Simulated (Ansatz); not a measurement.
Steps from a short run of molecular dynamics on a 2×2×2 supercell (16 atoms) of HgS (F-43m), relaxed with r2SCAN; forces from PBEsol in Ansatz, 2×2×2 mesh, Fermi-Dirac smearing of 0.146 eV, a Langevin thermostat at fixed volume, set at 1700 K. Classical nuclei, no spin polarisation; a few dozen steps show the first response, not equilibrium.

Cell vectors in Å:
```
0.0000 5.9304 5.9304
5.9304 0.0000 5.9304
5.9304 5.9304 0.0000
```

Problem. At 6 fs the positions in Å are
```
Hg   0.007   0.017   0.028
S    1.449   1.466   1.440
Hg   2.975   2.970  -0.004
S    4.465   4.439   1.475
Hg   2.959   0.001   2.964
S    4.453   1.540   4.517
Hg   5.915   2.950   2.924
S    7.418   4.416   4.450
Hg  -0.005   2.976   2.983
S    1.491   4.468   4.467
Hg   2.965   5.894   2.980
S    4.491   7.423   4.417
Hg   2.952   2.961   5.909
S    4.481   4.406   7.381
Hg   5.941   5.938   5.928
S    7.379   7.401   7.489
```
What are the forces, and how far does the free energy (smearing included) lie above that of step 0, with the atoms on their sites?

Solution. 6.6 meV an atom; forces in eV/Å:
```
Hg  -0.142  -0.100  -0.178
S    0.430   0.217   0.366
Hg   0.005  -0.098  -0.031
S   -0.159   0.036   0.016
Hg   0.110  -0.001   0.002
S   -0.058  -0.427  -0.436
Hg  -0.058   0.097   0.244
S    0.003   0.188  -0.067
Hg   0.139   0.057  -0.098
S   -0.146  -0.130  -0.024
Hg   0.107   0.089  -0.027
S   -0.184  -0.149   0.204
Hg  -0.180   0.009   0.252
S   -0.189   0.308   0.204
Hg   0.036  -0.029  -0.016
S    0.286  -0.066  -0.410
```

Problem. At 8 fs the positions in Å are
```
Hg   0.011   0.023   0.036
S    1.437   1.459   1.422
Hg   2.981   2.972  -0.006
S    4.467   4.440   1.475
Hg   2.958   0.000   2.962
S    4.455   1.560   4.534
Hg   5.911   2.945   2.913
S    7.419   4.407   4.450
Hg  -0.007   2.978   2.989
S    1.493   4.475   4.476
Hg   2.965   5.881   2.983
S    4.506   7.421   4.410
Hg   2.946   2.958   5.903
S    4.493   4.397   7.371
Hg   5.943   5.940   5.930
S    7.370   7.392   7.518
```
What are the forces, and how far does the free energy (smearing included) lie above that of step 0, with the atoms on their sites?

Solution. 11.4 meV an atom; forces in eV/Å:
```
Hg  -0.232  -0.160  -0.262
S    0.600   0.336   0.522
Hg   0.000  -0.129  -0.043
S   -0.182   0.025   0.006
Hg   0.122  -0.002   0.000
S   -0.060  -0.565  -0.540
Hg  -0.093   0.149   0.314
S    0.016   0.246  -0.082
Hg   0.180   0.084  -0.134
S   -0.197  -0.186  -0.038
Hg   0.142   0.118  -0.018
S   -0.250  -0.178   0.258
Hg  -0.234   0.029   0.336
S   -0.248   0.353   0.265
Hg   0.061  -0.035  -0.022
S    0.375  -0.084  -0.563
```

Problem. At 10 fs the positions in Å are
```
Hg   0.013   0.030   0.043
S    1.421   1.451   1.404
Hg   2.987   2.972  -0.008
S    4.472   4.438   1.478
Hg   2.956  -0.003   2.961
S    4.458   1.577   4.553
Hg   5.908   2.941   2.902
S    7.421   4.396   4.448
Hg  -0.007   2.979   2.995
S    1.496   4.481   4.482
Hg   2.965   5.867   2.984
S    4.522   7.422   4.403
Hg   2.941   2.955   5.898
S    4.504   4.391   7.363
Hg   5.945   5.943   5.931
S    7.365   7.383   7.544
```
What are the forces, and how far does the free energy (smearing included) lie above that of step 0, with the atoms on their sites?

Solution. 17.5 meV an atom; forces in eV/Å:
```
Hg  -0.343  -0.264  -0.364
S    0.815   0.480   0.707
Hg  -0.005  -0.150  -0.046
S   -0.219   0.022  -0.033
Hg   0.127   0.004  -0.005
S   -0.058  -0.686  -0.663
Hg  -0.122   0.180   0.387
S    0.020   0.310  -0.075
Hg   0.217   0.120  -0.180
S   -0.244  -0.235  -0.032
Hg   0.182   0.146  -0.008
S   -0.319  -0.224   0.311
Hg  -0.286   0.062   0.413
S   -0.294   0.385   0.312
Hg   0.088  -0.050  -0.032
S    0.440  -0.101  -0.693
```

Problem. At 16 fs the positions in Å are
```
Hg   0.028   0.045   0.059
S    1.375   1.412   1.363
Hg   3.002   2.968  -0.020
S    4.493   4.442   1.488
Hg   2.950  -0.015   2.952
S    4.480   1.620   4.613
Hg   5.902   2.927   2.871
S    7.422   4.375   4.434
Hg  -0.003   2.986   3.015
S    1.524   4.511   4.503
Hg   2.963   5.819   2.988
S    4.550   7.425   4.380
Hg   2.929   2.946   5.874
S    4.536   4.382   7.344
Hg   5.953   5.953   5.935
S    7.353   7.361   7.609
```
What are the forces, and how far does the free energy (smearing included) lie above that of step 0, with the atoms on their sites?

Solution. 43.4 meV an atom; forces in eV/Å:
```
Hg  -0.803  -0.702  -0.772
S    1.577   1.149   1.337
Hg  -0.038  -0.170  -0.034
S   -0.388  -0.059  -0.161
Hg   0.149  -0.002  -0.022
S   -0.021  -0.963  -1.026
Hg  -0.232   0.275   0.582
S    0.070   0.426   0.010
Hg   0.302   0.231  -0.294
S   -0.504  -0.475  -0.004
Hg   0.343   0.286  -0.086
S   -0.414  -0.340   0.486
Hg  -0.412   0.157   0.647
S   -0.383   0.436   0.428
Hg   0.127  -0.055  -0.069
S    0.626  -0.196  -1.024
```

Problem. At 20 fs the positions in Å are
```
Hg   0.040   0.054   0.070
S    1.351   1.390   1.342
Hg   3.011   2.967  -0.019
S    4.522   4.444   1.483
Hg   2.947  -0.021   2.950
S    4.501   1.635   4.656
Hg   5.897   2.916   2.849
S    7.422   4.382   4.421
Hg   0.000   2.989   3.028
S    1.551   4.531   4.516
Hg   2.958   5.785   2.990
S    4.562   7.429   4.362
Hg   2.916   2.938   5.856
S    4.555   4.365   7.347
Hg   5.956   5.959   5.940
S    7.344   7.355   7.652
```
What are the forces, and how far does the free energy (smearing included) lie above that of step 0, with the atoms on their sites?

Solution. 66.5 meV an atom; forces in eV/Å:
```
Hg  -1.149  -1.072  -1.127
S    2.158   1.670   1.807
Hg  -0.087  -0.161  -0.081
S   -0.594  -0.081  -0.157
Hg   0.170  -0.014  -0.060
S   -0.008  -1.012  -1.236
Hg  -0.344   0.386   0.772
S    0.099   0.386   0.117
Hg   0.375   0.300  -0.345
S   -0.712  -0.645   0.048
Hg   0.513   0.396  -0.224
S   -0.472  -0.446   0.639
Hg  -0.438   0.187   0.777
S   -0.427   0.540   0.397
Hg   0.114  -0.061  -0.070
S    0.802  -0.373  -1.257
```

Problem. At 24 fs the positions in Å are
```
Hg   0.053   0.063   0.084
S    1.339   1.380   1.325
Hg   3.015   2.968  -0.014
S    4.548   4.445   1.477
Hg   2.948  -0.026   2.951
S    4.523   1.645   4.696
Hg   5.891   2.905   2.825
S    7.419   4.392   4.415
Hg   0.004   2.989   3.039
S    1.571   4.545   4.526
Hg   2.955   5.755   2.992
S    4.576   7.432   4.344
Hg   2.902   2.926   5.838
S    4.572   4.350   7.350
Hg   5.959   5.968   5.941
S    7.343   7.338   7.686
```
What are the forces, and how far does the free energy (smearing included) lie above that of step 0, with the atoms on their sites?

Solution. 88.9 meV an atom; forces in eV/Å:
```
Hg  -1.459  -1.441  -1.448
S    2.664   2.108   2.228
Hg  -0.116  -0.152  -0.146
S   -0.765  -0.095  -0.145
Hg   0.186  -0.041  -0.096
S    0.004  -1.003  -1.418
Hg  -0.395   0.446   0.922
S    0.135   0.322   0.163
Hg   0.438   0.391  -0.410
S   -0.876  -0.786   0.142
Hg   0.691   0.476  -0.346
S   -0.562  -0.546   0.794
Hg  -0.451   0.218   0.866
S   -0.466   0.632   0.357
Hg   0.086  -0.087  -0.057
S    0.887  -0.444  -1.404
```
